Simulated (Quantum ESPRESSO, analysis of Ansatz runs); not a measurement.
# A hop of O in HfO2 (P2_1/c), charge 0 (Quantum ESPRESSO), part 2 of 3

Wanted: path and barrier of a jump of O in HfO2 (P2_1/c) at charge 0. The case: V_O hop (2.8 Å), in a cell of 48 host atoms with 1 O taken out.

Quantum ESPRESSO 7.5; Quantum ESPRESSO plane-wave DFT, PBEsol, GBRV 1.5 PBEsol potentials; nudged elastic band between two relaxed defect structures.

So far: Set-up; Relaxation of the start point, charge 0.

## Step 3: Relaxation of the end point, charge 0

Level of this step: Quantum ESPRESSO plane-wave DFT, PBEsol, GBRV 1.5 PBEsol potentials; relaxation of all atoms of a defect supercell (Quantum ESPRESSO).

The end point is relaxed in the same cell and settings, so that the two energies compare. Atoms more than 3.2 Å from the middle of the hop start where the first relaxation left them, the nearer ones on or close to their ideal places, with small random displacements.

File pw.in:

```
&CONTROL
  calculation = 'relax'
  prefix = 'pwscf'
  outdir = './tmp'
  pseudo_dir = './pseudo'
  tprnfor = .true.
  disk_io = 'low'
  nstep = 70
  forc_conv_thr = 0.00078
  etot_conv_thr = 0.0001
/
&SYSTEM
  ibrav = 0
  nat = 47
  ntyp = 2
  ecutwfc = 36
  ecutrho = 288
  nbnd = 193
  occupations = 'fixed'
  nosym = .true.
/
&ELECTRONS
  conv_thr = 5d-08
  electron_maxstep = 100
  mixing_beta = 0.5
/
&IONS
  ion_dynamics = 'bfgs'
/
ATOMIC_SPECIES
Hf   178.4900 hf_pbesol_v1.uspp.F.UPF
O     15.9990 o_pbesol_v1.2.uspp.F.UPF
CELL_PARAMETERS angstrom
  -5.9416700219    5.1632183080    5.1583953540
   4.2040263251   -5.1632183080    5.1655566081
   5.9416700219    5.1632183080   -5.1583953540
ATOMIC_POSITIONS crystal
Hf     0.0823338225    0.4923569414    0.8670691016
Hf     0.0836846643    0.9923090269    0.3669813406
[... 1 atom line left out ...]
Hf     0.5817811246    0.9912133645    0.8664005598
[... 3 atom lines left out ...]
Hf     0.8741576603    0.7579630434    0.8400552492
[... 1 atom line left out ...]
Hf     0.4164431828    0.5062387210    0.6323443143
[... 5 atom lines left out ...]
Hf     0.6257789948    0.7437299743    0.1612501935
O      0.3613362259    0.2143974428    0.5929040735
[... 6 atom lines left out ...]
O      0.8800097067    0.5344840968    0.8977547294
[... 6 atom lines left out ...]
O      0.6209459496    0.4636852381    0.6021290126
O      0.6200291354    0.9652508900    0.1028335715
[... 1 atom line left out ...]
O      0.3400700742    0.7046906285    0.7077438929
[... 1 atom line left out ...]
O      0.8381267112    0.7049638674    0.2064736515
[... 1 atom line left out ...]
O      0.6608798805    0.7926835580    0.8010960525
[... 6 atom lines left out ...]
O     -0.0019695541    0.9566619942    0.1166242316
[... 1 atom line left out ...]
O      0.5166951558    0.9550460863    0.6214075517
K_POINTS gamma
```

Started as:

```sh
> OMP_NUM_THREADS=1 mpirun -n 4 pw.x -in pw.in > pw.out
```

What it wrote:

```text
[shortened: banners, details of potentials and solvers, and blank lines are left out]
[banner, memory and clock lines left out]
     gamma-point specific algorithms are used
     one sub-group per band group will be used
     bravais-lattice index     =            0
     lattice parameter (alat)  =      17.7847  a.u.
     unit-cell volume          =    3650.0307 (a.u.)^3
     number of atoms/cell      =           47
     number of atomic types    =            2
     number of electrons       =       378.00
     number of Kohn-Sham states=          193
     kinetic-energy cutoff     =      36.0000  Ry
     charge density cutoff     =     288.0000  Ry
     scf convergence threshold =      5.0E-08
     mixing beta               =       0.5000
     number of iterations used =            8  plain     mixing
     energy convergence thresh.=      1.0E-04
     force convergence thresh. =      7.8E-04
     Exchange-correlation= SLA  PW   PSX  PSC
                           (   1   4  10   8   0   0   0)
     nstep                     =           70
     crystal axes: (cart. coord. in units of alat)
               a(1) = (  -0.631338   0.548623   0.548110 )
               a(2) = (   0.446703  -0.548623   0.548871 )
               a(3) = (   0.631338   0.548623  -0.548110 )
     PseudoPot. # 1 for Hf read from file:
     hf_pbesol_v1.uspp.F.UPF
     Pseudo is Ultrasoft + core correction, Zval = 12.0
[...]
PseudoPot. # 2 for O  read from file:
     o_pbesol_v1.2.uspp.F.UPF
     Pseudo is Ultrasoft + core correction, Zval =  6.0
[...]
atomic species   valence    mass     pseudopotential
     Hf               12.00   178.49000     Hf( 1.00)
     O                 6.00    15.99900     O ( 1.00)
     No symmetry found
     site n.     atom                  positions (alat units)
         1        Hf     tau(   1) = (   0.7153706   0.2507459  -0.1598810  )
         2        Hf     tau(   2) = (   0.6221234  -0.2971578   0.3893722  )
         3        Hf     tau(   3) = (   0.0852731   0.2511445   0.3889491  )
         4        Hf     tau(   4) = (   0.6224691   0.2507033   0.3880458  )
         5        Hf     tau(   5) = (   0.4081728   0.5256902  -0.1147568  )
         6        Hf     tau(   6) = (   0.3149736  -0.0232751   0.4357933  )
         7        Hf     tau(   7) = (  -0.2225687   0.5249920   0.4349360  )
         8        Hf     tau(   8) = (   0.3170542   0.5246206   0.4347161  )
[...]
number of k points=     1
                       cart. coord. in units 2pi/alat
        k(    1) = (   0.0000000   0.0000000   0.0000000), wk =   2.0000000
     Dense  grid:   150556 G-vectors     FFT dimensions: ( 100,  90, 100)
     Smooth grid:    53237 G-vectors     FFT dimensions: (  72,  64,  72)
     Check: negative core charge=   -0.000005
     starting charge     345.9999, renormalised to     378.0000
     Self-consistent Calculation
     iteration #  1     ecut=    36.00 Ry     beta= 0.50
     total energy              =   -3541.00575138 Ry
     estimated scf accuracy    <      16.09910250 Ry
     iteration #  2     ecut=    36.00 Ry     beta= 0.50
     total energy              =   -3542.95426689 Ry
     estimated scf accuracy    <       2.23155899 Ry
     iteration #  3     ecut=    36.00 Ry     beta= 0.50
     total energy              =   -3543.27142346 Ry
     estimated scf accuracy    <       0.11409845 Ry
[...]
estimated scf accuracy    <       0.00000042 Ry
[... 107 further cycles ...]
     iteration #  5     ecut=    36.00 Ry     beta= 0.50
     total energy              =   -3543.32676508 Ry
     estimated scf accuracy    <       0.00000002 Ry
     iteration #  6     ecut=    36.00 Ry     beta= 0.50
     total energy              =   -3543.32676508 Ry
     estimated scf accuracy    <          2.9E-09 Ry
     iteration #  7     ecut=    36.00 Ry     beta= 0.50
     End of self-consistent calculation
          k = 0.0000 0.0000 0.0000 (  6643 PWs)   bands (ev):
   -49.3883 -49.3689 -49.3637 -49.3548 -49.3483 -49.3466 -49.3423 -49.3401
   -49.3353 -49.3323 -49.3298 -49.3278 -49.3221 -49.3049 -49.2334 -49.0624
   -18.5075 -18.4836 -18.4543 -18.4150 -18.4114 -18.4075 -18.3771 -18.3532
   -18.3504 -18.3441 -18.3356 -18.3309 -18.3189 -18.3076 -18.2820 -18.2531
   -18.2345 -18.2286 -18.2204 -18.2138 -18.2027 -18.1567 -18.1391 -18.1328
   -18.1117 -18.1068 -18.0972 -18.0868 -18.0639 -18.0567 -18.0373 -18.0219
   -18.0184 -18.0151 -18.0111 -17.9976 -17.9936 -17.9888 -17.9792 -17.9572
   -17.9551 -17.9369 -17.9289 -17.9093 -17.8996 -17.8898 -17.8063 -17.6830
[...]
15.4888
     highest occupied, lowest unoccupied level (ev):    13.6063   15.1574
!    total energy              =   -3543.32676508 Ry
     estimated scf accuracy    <          2.2E-10 Ry
     The total energy is the sum of the following terms:
     one-electron contribution =    -558.43079414 Ry
     hartree contribution      =     496.49812068 Ry
     xc contribution           =   -1431.49956028 Ry
     ewald contribution        =   -2049.89453135 Ry
     convergence has been achieved in   7 iterations
     Forces acting on atoms (cartesian axes, Ry/au):
     atom    1 type  1   force =     0.00031053    0.00002297    0.00056471
     atom    2 type  1   force =    -0.00033120   -0.00004291   -0.00035366
     atom    3 type  1   force =     0.00013714   -0.00004385   -0.00012293
     atom    4 type  1   force =    -0.00002287    0.00021993    0.00048952
     atom    5 type  1   force =     0.00025197    0.00003073   -0.00015268
     atom    6 type  1   force =    -0.00017513    0.00011936    0.00030937
     atom    7 type  1   force =     0.00044302   -0.00015489    0.00002445
     atom    8 type  1   force =     0.00001893    0.00009952   -0.00017506
[...]
Total force =     0.003449     Total SCF correction =     0.000061
     Energy error            =      2.5E-05 Ry
     Gradient error          =      9.1E-04 Ry/Bohr
     number of scf cycles    =  15
     number of bfgs steps    =  14
     energy             old  =   -3543.3267399616 Ry
     energy             new  =   -3543.3267650847 Ry
     CASE: energy            _new < energy            _old
     new trust radius        =       0.0053992673 bohr
     new conv_thr            =       0.0000000005 Ry
ATOMIC_POSITIONS (crystal)
Hf               0.0842350711        0.4928663400        0.8666590768
Hf               0.0820513734        0.9918654378        0.3671542146
Hf               0.5818476073        0.4923993411        0.3668828058
Hf               0.5827032358        0.9912930329        0.8683779162
Hf               0.3739807427        0.2563804387        0.8408178268
Hf               0.3749198320        0.7577694526        0.3404847596
Hf               0.8747470567        0.2568613296        0.3397595930
Hf               0.8745241441        0.7567585019        0.8411931645
[...]
Check: negative core charge=   -0.000004
     Self-consistent Calculation
     iteration #  1     ecut=    36.00 Ry     beta= 0.50
     total energy              =   -3543.32678066 Ry
     estimated scf accuracy    <       0.00001867 Ry
     iteration #  2     ecut=    36.00 Ry     beta= 0.50
     total energy              =   -3543.32678276 Ry
     estimated scf accuracy    <       0.00000317 Ry
     iteration #  3     ecut=    36.00 Ry     beta= 0.50
     total energy              =   -3543.32678339 Ry
     estimated scf accuracy    <       0.00000073 Ry
[...]
estimated scf accuracy    <       0.00000006 Ry
     iteration #  5     ecut=    36.00 Ry     beta= 0.50
     total energy              =   -3543.32678351 Ry
     estimated scf accuracy    <       0.00000001 Ry
     iteration #  6     ecut=    36.00 Ry     beta= 0.50
     total energy              =   -3543.32678351 Ry
     estimated scf accuracy    <          1.6E-09 Ry
     iteration #  7     ecut=    36.00 Ry     beta= 0.50
     End of self-consistent calculation
          k = 0.0000 0.0000 0.0000 (  6643 PWs)   bands (ev):
   -49.3881 -49.3692 -49.3636 -49.3543 -49.3476 -49.3465 -49.3422 -49.3396
   -49.3351 -49.3321 -49.3299 -49.3274 -49.3223 -49.3050 -49.2340 -49.0611
   -18.5075 -18.4834 -18.4542 -18.4150 -18.4113 -18.4074 -18.3768 -18.3531
   -18.3504 -18.3438 -18.3353 -18.3306 -18.3187 -18.3074 -18.2818 -18.2531
   -18.2345 -18.2286 -18.2202 -18.2136 -18.2025 -18.1565 -18.1388 -18.1325
   -18.1115 -18.1068 -18.0969 -18.0868 -18.0637 -18.0566 -18.0372 -18.0217
   -18.0185 -18.0148 -18.0108 -17.9977 -17.9934 -17.9886 -17.9792 -17.9571
   -17.9551 -17.9368 -17.9285 -17.9090 -17.8995 -17.8893 -17.8058 -17.6822
[...]
15.4894
     highest occupied, lowest unoccupied level (ev):    13.6066   15.1573
!    total energy              =   -3543.32678351 Ry
     estimated scf accuracy    <          2.1E-10 Ry
     The total energy is the sum of the following terms:
     one-electron contribution =    -558.40773172 Ry
     hartree contribution      =     496.48797408 Ry
     xc contribution           =   -1431.49987915 Ry
     ewald contribution        =   -2049.90714672 Ry
     convergence has been achieved in   7 iterations
     Forces acting on atoms (cartesian axes, Ry/au):
     atom    1 type  1   force =     0.00015332   -0.00007106    0.00038823
     atom    2 type  1   force =    -0.00016627   -0.00007885   -0.00015935
     atom    3 type  1   force =     0.00022627    0.00019942   -0.00040405
     atom    4 type  1   force =    -0.00003438    0.00020671    0.00060656
     atom    5 type  1   force =     0.00015728   -0.00000934    0.00002150
     atom    6 type  1   force =    -0.00020587    0.00013875    0.00018834
     atom    7 type  1   force =     0.00043811    0.00028606   -0.00012749
     atom    8 type  1   force =     0.00012595    0.00030959   -0.00049139
[...]
Total force =     0.002889     Total SCF correction =     0.000035
     Energy error            =      1.8E-05 Ry
     Gradient error          =      7.0E-04 Ry/Bohr
     bfgs converged in  16 scf cycles and  15 bfgs steps
     (criteria: energy <  1.0E-04 Ry, force <  7.8E-04 Ry/Bohr)
     End of BFGS Geometry Optimization
     Final energy             =   -3543.3267835148 Ry
Begin final coordinates
ATOMIC_POSITIONS (crystal)
Hf               0.0842350711        0.4928663400        0.8666590768
Hf               0.0820513734        0.9918654378        0.3671542146
Hf               0.5818476073        0.4923993411        0.3668828058
Hf               0.5827032358        0.9912930329        0.8683779162
Hf               0.3739807427        0.2563804387        0.8408178268
Hf               0.3749198320        0.7577694526        0.3404847596
Hf               0.8747470567        0.2568613296        0.3397595930
Hf               0.8745241441        0.7567585019        0.8411931645
[...]
End final coordinates
```

The job ended after 5.3 min (4 MPI ranks of Arm Neoverse V1, shared host; peak memory 1.4 GiB).

Relaxation path:

```csv
step,energy less that of the first step (eV)
0,0.0000
1,-0.1010
2,-0.1627
3,-0.1831
4,-0.2006
5,-0.2189
6,-0.2306
7,-0.2380
8,-0.2439
9,-0.2470
10,-0.2492
11,-0.2505
12,-0.2512
13,-0.2516
14,-0.2520
15,-0.2522
```

The atoms that moved most (Å):

```csv
atom,dx,dy,dz,length
O45,-0.073,0.107,0.077,0.151
O36,-0.074,-0.102,0.073,0.146
O38,0.045,0.079,-0.079,0.120
O39,-0.030,0.038,0.061,0.078
O34,-0.043,-0.055,0.026,0.074
O41,-0.045,-0.047,0.034,0.074
O44,0.025,-0.045,-0.046,0.069
O17,0.067,0.015,-0.001,0.069
```

Neighbours of O38 at the end:

```csv
atom,distance (Å)
Hf8,2.033
Hf4,2.052
Hf10,2.092
O31,2.522
O34,2.534
O39,2.769
O45,2.819
O32,2.856
O47,2.873
O19,2.901
```

Numbers from this step:

- highest filled level: 13.61 eV
- lowest empty level: 15.16 eV
- r.m.s. move of the farther half of the atoms: 0.06446 Å
- largest move from the ideal geometry of this structure, a common shift of the far atoms taken out: 0.1582 Å

The relaxation gained 0.252 eV and ended with a largest force component of 0.018 eV/Å. The end lies within 1 meV of the start.

[end of part 2 of 3]

[Logs are printed without paths, hosts, clocks, repeated set-up lines and the standing remarks that a program may print on its own settings, such as how far it seeks lower states.]

[Hosts, paths, dates, database ids (printed as entryN), source tags and the programs' standing remarks are cut or masked in the printed files.]
